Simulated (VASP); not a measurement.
# FeO (Wuestite): relaxation of cell and atoms with BLYP

Crystal: FeO (Wuestite).

```
Fe O
1.0
     0.00000    2.15540    2.15540
     2.15540    0.00000    2.15540
     2.15540    2.15540    0.00000
Fe O
1 1
Direct
  0.00000 0.00000 0.00000
  0.50000 0.50000 0.50000
```

```
Program                : VASP 6.6.1
Task                   : relaxation of cell and atoms
Functional             : BLYP
Potentials or basis    : VASP PAW PBE potentials, release 64 (Fe, O)
Cutoff                 : 600 eV
k mesh                 : 8 × 8 × 8
Occupations            : fermi-dirac, width 0.05 eV
Spin                   : collinear spin, ferromagnetic start
Starting moments       : [3.0, 0.0] μB
Further INCAR settings : ALGO = Fast; EDIFF = 1e-06; IBRION = 2; EDIFFG = -0.02; NSW = 60; ISIF = 3
```

```json
{
  "Relaxed volume": "10.40 Å³/atom",
  "Relaxed cell": "a = 3.087 Å, b = 3.087 Å, c = 3.087 Å, α = 60.00°, β = 60.00°, γ = 60.00°",
  "Space group after relaxing (to 0.05 Å)": "Fm-3m (No. 225)",
  "Energy gained by relaxing": "8.0 meV/atom",
  "Ionic steps": "3",
  "Pressure after relaxing": "-0.1 GPa",
  "Band gap on the k mesh": "none (metal or under the smearing width)",
  "Net moment": "4.00 μB per cell",
  "Site moments": "Fe +3.60; O +0.32 μB",
  "Valence electrons inside the program's atomic spheres": "Fe 6.70; O 4.99"
}
```

Step by step:
```csv
step,energy change (eV),largest force (eV/Å),pressure (GPa),volume (Å³)
1,0.0000,0.0000,6.94,20.03
2,-0.0096,0.0000,-3.90,21.31
3,-0.0161,0.0000,-0.10,20.80
```

Final structure:
```
CELL_PARAMETERS angstrom
0.00000 2.18264 2.18264
2.18264 0.00000 2.18264
2.18264 2.18264 0.00000
ATOMIC_POSITIONS crystal
Fe 0.00000 0.00000 0.00000
O 0.50000 0.50000 0.50000
```

Levels at points of the mesh, in eV from the Fermi level:
Spin up:
| k point | band 5 | band 6 | band 7 | band 8 | band 9 | band 10 | band 11 | band 12 | band 13 |
| --- | --- | --- | --- | --- | --- | --- | --- | --- | --- |
| (0.00, 0.00, 0.00) | -3.61 | -3.61 | -3.61 | -3.49 | -3.49 | 0.29 | 16.13 | 17.14 | 17.14 |
| (0.50, 0.00, 0.00) | -2.94 | -2.94 | -2.41 | -0.35 | -0.35 | 4.49 | 8.31 | 12.59 | 12.59 |
| (0.50, 0.50, 0.00) | -4.47 | -3.14 | -2.72 | -2.70 | -2.70 | 5.24 | 8.85 | 11.14 | 14.53 |
Spin down:
| k point | band 3 | band 4 | band 5 | band 6 | band 7 | band 8 |
| --- | --- | --- | --- | --- | --- | --- |
| (0.00, 0.00, 0.00) | -3.05 | -3.05 | -0.69 | -0.69 | -0.69 | 0.18 |
| (0.50, 0.00, 0.00) | -4.87 | -4.87 | 0.34 | 0.34 | 0.54 | 2.65 |
| (0.50, 0.50, 0.00) | -4.15 | -4.15 | -1.89 | 0.65 | 0.65 | 0.68 |

It took 51 s on 1 thread of Intel(R) Xeon(R) Platinum 8259CL CPU @ 2.50GHz (Skylake/Cascade Lake), on a shared host, peak memory 0.16 GiB.

Caveat: the PAW data sets were made with another functional, which shifts forces and pressure a little; a cell with one magnetic atom can't hold antiferromagnetic order, which such compounds often take; semilocal functionals often make such compounds metallic where correlation or magnetic order opens a gap, which also shifts bond lengths. Zero-point motion and thermal expansion aren't in these numbers.
